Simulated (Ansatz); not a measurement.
Relaxation of a periodic cell of 17 atoms, Si (host Si, host structure diamond, interstitial Si), to a largest force component of 0.03 eV/Å in at most 60 steps.

The calculation used DFT PBEsol, scalar-relativistic, plane waves, PAW in Ansatz 0.2.0. Settings: PAW set soft_1, cutoff 420 eV, k mesh 2x2x2, gaussian smearing 0.05 eV, no spin polarisation.

```xyz
17
Lattice="0.0000 5.4300 5.4300 5.4300 0.0000 5.4300 5.4300 5.4300 0.0000" Properties=species:S:1:pos:R:3
Si 0.000 0.000 0.000
Si 1.357 1.357 1.357
Si 2.715 2.715 0.000
Si 4.072 4.072 1.357
Si 2.715 0.000 2.715
Si 4.072 1.357 4.072
Si 5.430 2.715 2.715
Si 6.787 4.072 4.072
Si 0.000 2.715 2.715
Si 1.357 4.072 4.072
Si 2.715 5.430 2.715
Si 4.072 6.787 4.072
Si 2.715 2.715 5.430
Si 4.072 4.072 6.787
Si 5.430 5.430 5.430
Si 6.787 6.787 6.787
Si 3.405 6.174 6.138
```

Task: Where does it end, and by what steps?

Result: The forces met the threshold. Limits of this set-up: coarse k mesh, PAW files made for another functional. After 12 steps the energy has fallen by 1.026 eV; Si17 moved furthest, 0.51 Å. Joined: Si10–Si17 (3.59 → 2.58 Å).

```csv
step,energy less start (eV),largest force component (eV/Å),accepted
0,0.0000,2.508,yes
1,-0.7089,1.115,yes
2,-0.9543,0.310,yes
3,-0.9815,0.058,yes
4,-0.9858,0.052,yes
5,-0.9828,0.155,no
6,-0.9954,0.048,yes
7,-1.0063,0.080,yes
8,-1.0156,0.102,yes
9,-1.0039,0.216,no
10,-1.0242,0.051,yes
11,-1.0251,0.037,yes
12,-1.0257,0.007,yes
```

```xyz
17
Lattice="0.0000 5.4300 5.4300 5.4300 0.0000 5.4300 5.4300 5.4300 0.0000" Properties=species:S:1:pos:R:3
Si -0.068 0.067 0.065
Si 1.163 1.485 1.482
Si 2.667 2.730 -0.047
Si 4.032 4.047 1.317
Si 2.667 -0.044 2.728
Si 4.032 1.320 4.045
Si 5.336 2.625 2.622
Si 6.684 3.973 3.971
Si 0.263 2.981 2.979
Si 1.644 4.361 4.360
Si 2.780 5.497 2.648
Si 4.196 6.916 3.879
Si 2.780 2.649 5.496
Si 4.196 3.881 6.913
Si 5.441 5.386 5.383
Si 6.759 6.750 6.748
Si 3.133 5.851 5.849
```

Run time: 62 s on 1 thread of Arm Neoverse V2, with other jobs on the host, peak memory 0.5 GiB.
